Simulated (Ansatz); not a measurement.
# SnSe (Pnma) in Ansatz: notebook

Aim: see how the results for SnSe move with the level of theory and the settings. Levels: revPBE, RPBE, r2SCAN, BLYP. Tasks: band structure.

Program: Ansatz 0.2.0. These are calculated values, not measurements. Logs are shortened: lines on timing, memory, paths and dates and some standing lists are left out, and cuts for length are marked.

**Experimental background.**

From “Linear dichroism of the optical properties of SnS and SnSe van der Waals crystals”, 2024, arxiv:2409.17412, for a bulk crystal of SnSe at 20 K: band gap 0.99 eV (indirect).

The runs below are set against these values where they give the same quantity.

### 1 Starting point

The structure is orthorhombic, space group Pnma (No. 62). The conventional cell has a = 11.420 Å, b = 4.190 Å, c = 4.460 Å, α = 90.00°, β = 90.00°, γ = 90.00°. Sn (site symmetry m) is surrounded by 3 Se at 2.69 to 2.83 Å. Around Se (site symmetry m) lie 3 Sn at 2.69 to 2.83 Å.

### 2 Band structure, revPBE

input.yaml

```yaml
crystal:
  lattice:
    - [11.42, 0.0, 0.0]
    - [0.0, 4.19, 0.0]
    - [0.0, 0.0, 4.46]
  atoms:
    - { symbol: Sn, position: [0.877, 0.75, 0.909] }
    - { symbol: Sn, position: [0.623, 0.25, 0.409] }
    - { symbol: Sn, position: [0.377, 0.75, 0.591] }
    - { symbol: Sn, position: [0.123, 0.25, 0.091] }
    - { symbol: Se, position: [0.643, 0.75, 0.984] }
    - { symbol: Se, position: [0.857, 0.25, 0.484] }
    - { symbol: Se, position: [0.143, 0.75, 0.516] }
    - { symbol: Se, position: [0.357, 0.25, 0.016] }
hamiltonian:
  xc: revpbe
  pseudopotentials: { kind: paw }
kpoints:
  mp_grid: { grid: [3, 6, 6] }
  band_path:
    path:
      - [[0.0, 0.0, 0.0], [0.0, 0.5, 0.0], [0.0, 0.5, 0.5], [0.0, 0.0, 0.5], [0.0, 0.0, 0.0], [0.5, 0.0, 0.0], [0.5, 0.5, 0.0], [0.5, 0.5, 0.5], [0.5, 0.0, 0.5], [0.5, 0.0, 0.0]]
      - [[0.0, 0.0, 0.5], [0.5, 0.0, 0.5]]
      - [[0.5, 0.5, 0.0], [0.0, 0.5, 0.0]]
      - [[0.0, 0.5, 0.5], [0.5, 0.5, 0.5]]
    npoints: 10
scf:
  occupations: { method: fermi_dirac, width: 0.05 }
  n_extra_bands: 20
output:
  forces: true
  stress: true
  eigenvalues: true
  fatbands: false
```

Potentials or basis: Ansatz PAW.

Launch:

```console
$ ansatz run input.yaml --threads 4 --pin off --max-ram 11264MiB --backend cpu --events-out ev --progress --plain --runs-dir out
```

The log of the run:

```text
Warning: RAYON_NUM_THREADS=4 ignored (pool sized by the plan → 4); use --threads N
scf.n_extra_bands = 20 over 60 filled bands (N_el = 120.0): the run solves 80 bands
Engine: ansatz 0.2.0, x86_64-unknown-linux-gnu
Pseudopotentials: kind: paw
Pseudopotential: Sn, paw, valence charge 14, recommended cutoff 420 eV (normal), Sn.paw.azcp
Pseudopotential: Se, paw, valence charge 16, recommended cutoff 420 eV (normal), Se.paw.azcp
Functional definition: revPBE
  parameter kappa = 1.245
  parameter beta = 0.06672455060314922
  exchange = pbe_x(kappa = kappa, mu = beta*pi^2/3)
  correlation = pbe_c(beta = beta)
Crystal: 8 atoms, lattice volume = 213.410 Å³
Basis set: ecut = 420 eV, 4163 PW (Γ), exchange–correlation on 160×60×60 points (8 copies of the dense FFT grid, shifted against one another)
Bands: 80, of which v1, the nominal top of the filled ones, is band 60 counted from 1 (59 counted from 0)
Symmetry: 8 space group operations
Space group: Pnma (ITA 62), of the structure as read, at distance tolerance 6.0e-5 Å
k-points: 32 of 108
Non-local potential: Sn, projectors of the file, l = 0: 2, l = 1: 2, l = 2: 2, l = 3: 2
Non-local potential: Se, projectors of the file, l = 0: 2, l = 1: 2, l = 2: 3, l = 3: 1
PAW form: soft (Blöchl's): semilocal exchange-correlation on the pseudo side does not see the compensation charge
PAW frozen core: Sn, regenerated for the run's functional, and the local potential with it (the file was generated under x = pbe(κ = 0.804, μ = 0.2195149727645171), c = pbe(β = 0.06672455060314922))
PAW frozen core: Se, regenerated for the run's functional, and the local potential with it (the file was generated under x = pbe(κ = 0.804, μ = 0.2195149727645171), c = pbe(β = 0.06672455060314922))
PAW one-centre angular grid: Sn, 590 points (default); XC on 64 Gauss nodes
PAW one-centre angular grid: Se, 590 points (default); XC on 64 Gauss nodes
Initial density: superposition of atomic densities (neutral atoms: chi_scale 0, normalization atom), corrected by the library's trained network
Initial wavefunctions: pseudopotential atomic-orbital guess
Functional: x = revpbe(κ = 1.245, μ = 0.2195149727645171), c = pbe(β = 0.06672455060314922)
SCF iter   1: F=—  HF=-46018.026094 eV  |F-HF|=—  |Δ(HF+E_count)|=         —  Δρ=2.21e-3  dr2=7.40e-3  ethr=1.77e-3  ⟨swp⟩=6.2  Hψ=10121  notcnv=0  defer=185
preconditioner: auto → Resta (q_TF=auto, 2.479 Å⁻¹)  ε∞=2.5  [insulator: Δε(μ)=0.574 eV  Ē_g=18.553 eV  σ=0.050 eV  W_gap=0.99  n_scr=56 (ndim 8)  ℏωp=22.7 eV  f_vac=0.001  D(μ)=0.00/eV (n_scr^D=0)  ε∞_Penn≈2.5]
SCF iter   2: F=—  HF=-46018.023171 eV  |F-HF|=—  |Δ(HF+E_count)|=   2.92e-3  Δρ=9.41e-4  dr2=1.58e-3  ethr=6.16e-6  ⟨swp⟩=2.0  Hψ=4896  notcnv=0  defer=262
SCF iter   3: F=—  HF=-46018.023638 eV  |F-HF|=—  |Δ(HF+E_count)|=   4.67e-4  Δρ=4.37e-4  dr2=3.67e-4  ethr=1.32e-6  ⟨swp⟩=2.0  Hψ=2680  notcnv=0  defer=262
SCF iter   4: F=—  HF=-46018.023802 eV  |F-HF|=—  |Δ(HF+E_count)|=   1.64e-4  Δρ=6.60e-5  dr2=9.56e-6  ethr=3.06e-7  ⟨swp⟩=2.0  Hψ=2823  notcnv=0  defer=262
SCF iter   5: F=—  HF=-46018.023911 eV  |F-HF|=—  |Δ(HF+E_count)|=   1.08e-4  Δρ=2.33e-5  dr2=1.36e-6  ethr=7.97e-9  ⟨swp⟩=2.0  Hψ=4104  notcnv=0  defer=262
SCF iter   6: F=—  HF=-46018.023912 eV  |F-HF|=—  |Δ(HF+E_count)|=   6.82e-7  Δρ=7.12e-6  dr2=1.01e-7  ethr=1.13e-9  ⟨swp⟩=2.0  Hψ=4103  notcnv=0  defer=262
SCF iter   7: F=-46018.023912 eV  HF=-46018.023912 eV  |F-HF|=2.17e-9  |Δ(HF+E_count)|=   1.55e-7  Δρ=1.56e-6  dr2=6.47e-9  ethr=8.33e-11  ⟨swp⟩=12.8  Hψ=13797  notcnv=0
SCF 1 converged in 7 iterations: F = -46018.023912 eV  dr2 = 6.47e-9
NSCF: frozen V_eff on 124 k-points
SCF converged after 7 iterations
Free energy (F): -46018.023912 eV
Harris-Foulkes:  -46018.023912 eV  (|F-HF|=2.17e-9)
Internal energy: -46018.023825 eV  (E = F + TS)
E sigma→0 (E₀):  -46018.023868 eV
Entropy (-TS):   -0.000087 eV (-0.011 meV/atom)
Fermi energy:    9.418721 eV
--- Per-component energies (eV) ---
  E_band       = -1868.920127
  E_kinetic    = 1216.138909
  E_local      = -13272.492597  (includes V_loc(G=0)·N_el)
  E_nonlocal   = -2520.748003
  E_hartree    = 7003.855001
  E_xc         = -1952.566999
  E_vxc        = -777.545809  (∫ρ·V_xc dr)
  E_paw        = -24218.333352  (= ΣΔE_a)
  E_vpaw       = -521.976973  (= ΣTr[D̂ρ^β])
  E_aug_tail   = -0.002328  (compensation charges beyond the density's cutoff)
  E_ewald      = -12273.160808
  E_core_change = -0.713648  (= ΣΔE_core)
  E_smearing   = -0.000087  (= −TS)
  E_closure    = -0.000000  (closes the sum)
  Σ components = -46018.023912   (vs F -46018.023912, Δ=0.00e0)
--- Forces (eV/Å), atoms counted from 1 ---
  atom   1  Sn     0.33863603     0.00000000    -0.00007279
  atom   2  Sn    -0.33863603     0.00000000    -0.00007279
  atom   3  Sn     0.33863603     0.00000000     0.00007279
  atom   4  Sn    -0.33863603     0.00000000     0.00007279
  atom   5  Se    -0.27306747     0.00000000     0.01505520
  atom   6  Se     0.27306747     0.00000000     0.01505520
  atom   7  Se    -0.27306747     0.00000000    -0.01505520
  atom   8  Se     0.27306747     0.00000000    -0.01505520
  max |Σ_I F_I| component: 2.22e-16 eV/Å
--- Stress (GPa, compression-positive) ---
        5.447223       0.000000       0.000000
        0.000000       2.784441       0.000000
        0.000000       0.000000       2.603761
  P = ⅓ Tr σ = 3.6118 GPa (36.118 kbar)
--- Band table (eV; the first three rows and the last of 32) ---
  k-point 0: bands = ["-38.2560", "-38.2559", "-38.2559", "-38.2559", "-38.2555", "-38.2554", "-38.2553", "-38.2553", "-38.2413", "-38.2412", "-38.2411", "-38.2410", "-38.2344", "-38.2344", "-38.2343", "-38.2342", "-38.2305", "-38.2304", "-38.2303", "-38.2302", "-12.2845", "-12.2754", "-12.2718", "-12.2702", "-12.2694", "-12.2651", "-12.2646", "-12.2595", "-12.2531", "-12.2525", "-12.2466", "-12.2367", "-12.2331", "-12.2290", "-12.2155", "-12.2122", "-12.2041", "-12.2017", "-12.1999", "-12.1896", "-4.6871", "-4.3585", "-3.6003", "-3.1313", "1.9254", "2.9926", "3.7530", "4.0425", "4.1465", "5.6509", "5.7259", "5.7730", "6.2104", "6.2765", "6.8868", "7.2888", "7.5656", "7.9339", "8.3459", "8.5632", "9.9515", "12.1202", "12.2058", "12.2261", "12.4870", "12.5193", "13.4735", "13.6739", "13.7685", "13.7761", "14.4183", "15.0554", "15.1159", "15.1503", "15.5830", "15.8497", "15.9782", "16.6845", "17.4526", "17.5748"]
  k-point 1: bands = ["-38.2560", "-38.2559", "-38.2559", "-38.2559", "-38.2555", "-38.2554", "-38.2553", "-38.2553", "-38.2413", "-38.2412", "-38.2411", "-38.2410", "-38.2344", "-38.2344", "-38.2343", "-38.2342", "-38.2305", "-38.2304", "-38.2303", "-38.2302", "-12.2830", "-12.2740", "-12.2718", "-12.2713", "-12.2686", "-12.2670", "-12.2652", "-12.2608", "-12.2509", "-12.2489", "-12.2457", "-12.2372", "-12.2329", "-12.2297", "-12.2155", "-12.2114", "-12.2053", "-12.2027", "-12.1991", "-12.1902", "-4.5711", "-4.2513", "-3.5906", "-3.1633", "1.5571", "2.7302", "3.0275", "3.6813", "4.2464", "5.8315", "5.9051", "6.3290", "6.3753", "6.9007", "6.9995", "7.5158", "7.6255", "8.0908", "8.4204", "8.5539", "10.0532", "11.2379", "11.7938", "11.9763", "12.2476", "12.5317", "12.9989", "13.0167", "13.6339", "13.8278", "14.2532", "14.3208", "14.5348", "15.2481", "15.6335", "15.8926", "16.6084", "16.9142", "17.1754", "17.9915"]
  k-point 2: bands = ["-38.2560", "-38.2560", "-38.2559", "-38.2559", "-38.2554", "-38.2554", "-38.2554", "-38.2553", "-38.2412", "-38.2412", "-38.2411", "-38.2410", "-38.2344", "-38.2344", "-38.2343", "-38.2343", "-38.2304", "-38.2304", "-38.2303", "-38.2303", "-12.2795", "-12.2732", "-12.2726", "-12.2711", "-12.2709", "-12.2677", "-12.2662", "-12.2636", "-12.2442", "-12.2435", "-12.2420", "-12.2386", "-12.2336", "-12.2318", "-12.2144", "-12.2095", "-12.2081", "-12.2048", "-12.1971", "-12.1920", "-4.2612", "-3.9629", "-3.6421", "-3.3032", "1.0870", "1.9027", "2.3608", "2.9556", "4.7275", "6.0757", "6.3943", "6.8193", "7.1508", "7.1831", "7.3107", "7.6522", "7.8738", "8.4134", "8.6492", "9.1310", "10.0973", "10.6019", "10.6248", "10.8123", "11.5641", "11.6557", "12.1267", "12.1524", "12.9924", "13.0451", "14.3955", "14.7490", "15.2930", "15.7565", "16.3310", "16.7943", "16.8720", "17.2429", "17.6109", "17.7431"]
  k-point 31: bands = ["-38.2560", "-38.2560", "-38.2560", "-38.2560", "-38.2553", "-38.2553", "-38.2553", "-38.2553", "-38.2411", "-38.2411", "-38.2411", "-38.2411", "-38.2344", "-38.2344", "-38.2344", "-38.2344", "-38.2303", "-38.2303", "-38.2303", "-38.2303", "-12.2899", "-12.2899", "-12.2872", "-12.2872", "-12.2567", "-12.2567", "-12.2547", "-12.2547", "-12.2435", "-12.2435", "-12.2405", "-12.2405", "-12.2249", "-12.2249", "-12.2185", "-12.2185", "-12.1996", "-12.1996", "-12.1961", "-12.1961", "-3.3907", "-3.3907", "-3.3863", "-3.3863", "2.4257", "2.4257", "2.4987", "2.4987", "4.2886", "4.2886", "4.5856", "4.5856", "5.2822", "5.2822", "5.5992", "5.5992", "7.3293", "7.3293", "7.6911", "7.6911", "11.7652", "11.7652", "11.9492", "11.9492", "13.8860", "13.8860", "13.8924", "13.8924", "15.3587", "15.3587", "15.5344", "15.5344", "15.6283", "15.6283", "16.4448", "16.4448", "18.6461", "18.6461", "19.2248", "19.2248"]
```

It took 32 s on 4 threads of Intel Xeon at 2.70GHz, shared host; peak memory 1.3 GiB.

Results:

```yaml
Free_energy: -46018.0239 eV
Pressure: 3.6 GPa
Largest_force: 0.339 eV/Å
Band_gap_on_the_k_mesh: 0.57 eV, indirect (least direct gap 0.74 eV)
Band_gap_along_the_path: 0.61 eV, indirect (least direct gap 0.75 eV)
```

Forces in eV/Å, atoms in the order of the input:
```
Sn   0.339  0.000  0.000
Sn  -0.339  0.000  0.000
Sn   0.339  0.000  0.000
Sn  -0.339  0.000  0.000
Se  -0.273  0.000  0.015
Se   0.273  0.000  0.015
Se  -0.273  0.000 -0.015
Se   0.273  0.000 -0.015
```

Stress tensor (GPa, compression positive):
```
5.45 0.00 0.00
0.00 2.78 0.00
0.00 0.00 2.60
```

Levels at the corners of the path, in eV from the valence-band top:
```
point  band 58  band 59  band 60  band 61  band 62  band 63
    Γ    -1.20    -0.79    -0.57     0.82     2.99     3.07
    X    -1.03    -0.76    -0.76     0.93     0.93     1.42
    S    -2.26    -1.53    -1.53     2.88     2.88     3.13
    Y    -0.77    -0.30    -0.30     1.28     1.28     1.60
    Γ    -1.20    -0.79    -0.57     0.82     2.99     3.07
    Z    -1.85    -0.64    -0.64     2.67     2.67     2.85
    U    -1.01    -1.01    -1.01     1.42     1.42     1.42
    R    -1.55    -1.55    -1.55     2.64     2.64     2.64
    T    -0.55    -0.28    -0.28     1.28     1.28     1.63
    Z    -1.85    -0.64    -0.64     2.67     2.67     2.85
    Y    -0.77    -0.30    -0.30     1.28     1.28     1.60
    T    -0.55    -0.28    -0.28     1.28     1.28     1.63
    U    -1.01    -1.01    -1.01     1.42     1.42     1.42
    X    -1.03    -0.76    -0.76     0.93     0.93     1.42
    S    -2.26    -1.53    -1.53     2.88     2.88     3.13
    R    -1.55    -1.55    -1.55     2.64     2.64     2.64
```

Caveat: spin-orbit coupling is left out, which moves the levels of the heavy elements; the PAW data sets come from PBE, with cores solved anew for the run's functional, which leaves a small shift of forces and pressure.

### 3 Band structure, RPBE

input.yaml: that of step 2 with these lines changed.

```diff
@@ -15,3 +15,3 @@
 hamiltonian:
-  xc: revpbe
+  xc: rpbe
   pseudopotentials: { kind: paw }
```

Potentials or basis: Ansatz PAW.

Launch:

```console
$ ansatz run input.yaml --threads 4 --pin off --max-ram 11264MiB --backend cpu --events-out ev --progress --plain --runs-dir out
```

Run time: 22 s. Hardware: 4 threads of Intel Xeon at 2.70GHz, shared host; peak memory 1.3 GiB.

Results (log left out):

```
Free energy             : -46034.7909 eV
Pressure                : 4.1 GPa
Largest force           : 0.350 eV/Å
Band gap on the k mesh  : 0.58 eV, indirect (least direct gap 0.75 eV)
Band gap along the path : 0.62 eV, indirect (least direct gap 0.76 eV)
```

Forces in eV/Å, atoms in the order of the input:
```
Sn   0.350  0.000  0.007
Sn  -0.350  0.000  0.007
Sn   0.350  0.000 -0.007
Sn  -0.350  0.000 -0.007
Se  -0.279  0.000  0.010
Se   0.279  0.000  0.010
Se  -0.279  0.000 -0.010
Se   0.279  0.000 -0.010
```

Stress tensor (GPa, compression positive):
```
5.93 0.00 0.00
0.00 3.25 0.00
0.00 0.00 3.08
```

Levels at the corners of the path, in eV from the valence-band top:
```csv
point,band 56,band 57,band 58,band 59,band 60,band 61,band 62,band 63,band 64,band 65
Γ,-1.85,-1.57,-1.20,-0.79,-0.57,0.83,3.00,3.08,3.10,3.36
X,-1.73,-1.02,-1.02,-0.76,-0.76,0.94,0.94,1.44,1.44,1.68
S,-3.19,-2.26,-2.26,-1.53,-1.53,2.89,2.89,3.13,3.13,4.90
Y,-1.52,-0.76,-0.76,-0.30,-0.30,1.29,1.29,1.60,1.60,1.68
Γ,-1.85,-1.57,-1.20,-0.79,-0.57,0.83,3.00,3.08,3.10,3.36
Z,-2.12,-1.85,-1.85,-0.64,-0.64,2.68,2.68,2.86,2.86,3.71
U,-2.16,-1.01,-1.01,-1.01,-1.01,1.43,1.43,1.43,1.43,2.05
R,-3.77,-1.55,-1.55,-1.55,-1.55,2.65,2.65,2.65,2.65,4.74
T,-1.81,-0.54,-0.54,-0.28,-0.28,1.29,1.29,1.64,1.64,1.67
Z,-2.12,-1.85,-1.85,-0.64,-0.64,2.68,2.68,2.86,2.86,3.71
Y,-1.52,-0.76,-0.76,-0.30,-0.30,1.29,1.29,1.60,1.60,1.68
T,-1.81,-0.54,-0.54,-0.28,-0.28,1.29,1.29,1.64,1.64,1.67
U,-2.16,-1.01,-1.01,-1.01,-1.01,1.43,1.43,1.43,1.43,2.05
X,-1.73,-1.02,-1.02,-0.76,-0.76,0.94,0.94,1.44,1.44,1.68
S,-3.19,-2.26,-2.26,-1.53,-1.53,2.89,2.89,3.13,3.13,4.90
R,-3.77,-1.55,-1.55,-1.55,-1.55,2.65,2.65,2.65,2.65,4.74
```

Caveat: spin-orbit coupling is left out, which moves the levels of the heavy elements; the PAW data sets come from PBE, with cores solved anew for the run's functional, which leaves a small shift of forces and pressure.

(Continued in part 2 of 2.)
